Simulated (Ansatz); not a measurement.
# InAs: the cost of one run

Method: DFT PBEsol, scalar-relativistic, plane waves, PAW, in Ansatz 0.2.0.

The COD entry's cell or inner coordinates are ideal or old and differ from later refinements, so a difference from it is no clean test against experiment.

1 further run of the same task is left out (set aside as unsound or not needed).

## (1) Starting point

It takes space group F-43m (No. 216, cubic). Conventional cell: a = 6.087 Å, b = 6.087 Å, c = 6.087 Å, α = 90.00°, β = 90.00°, γ = 90.00°. In (site symmetry -43m) is surrounded by 4 As at 2.64 Å. Around As (site symmetry -43m) lie 4 In at 2.64 Å.

Coordinates:

```xyz
2
Lattice="0.0000 3.0437 3.0437 3.0437 0.0000 3.0437 3.0437 3.0437 0.0000" Properties=species:S:1:pos:R:3 pbc="T T T"
In    0.0000    0.0000    0.0000
As    4.5656    4.5656    4.5656
```

It is the result of an earlier relaxation at this level (volume 28.20 Å³/atom; gap on the mesh: none (metal)).

## (2) The cell under 40 GPa

What is minimised here is the enthalpy; the energy can go up as the cell is squeezed.

input.yaml

```yaml
crystal:
  lattice:
    - [0.0, 3.0437329611, 3.0437329611]
    - [3.0437329611, 0.0, 3.0437329611]
    - [3.0437329611, 3.0437329611, 0.0]
  atoms:
    - { symbol: In, position: [0.0, 0.0, 0.0] }
    - { symbol: As, position: [0.75, 0.75, 0.75] }
basis:
  ecutwfc: 420
kpoints:
  mp_grid: { grid: [12, 12, 12] }
hamiltonian:
  xc: pbesol
scf:
  occupations: { method: fermi_dirac, width: 0.15 }
output:
  forces: true
  stress: true
  eigenvalues: true
relax:
  adjacent_minimum: "off"
  f_tol: 0.001
  max_steps: 60
  cell: { stress_tol: 0.02, p_target: 40.0 }
```

The run is started by

```bash
$ ansatz run input.yaml --threads 1 --pin off --max-ram 3072MiB --backend cpu --events-out ev --progress --plain --runs-dir out
```

Q: Estimate wall time and peak memory on 1 thread of Intel Xeon at 2.70GHz, shared host.

About 100 s, with a peak of 0.43 GiB.
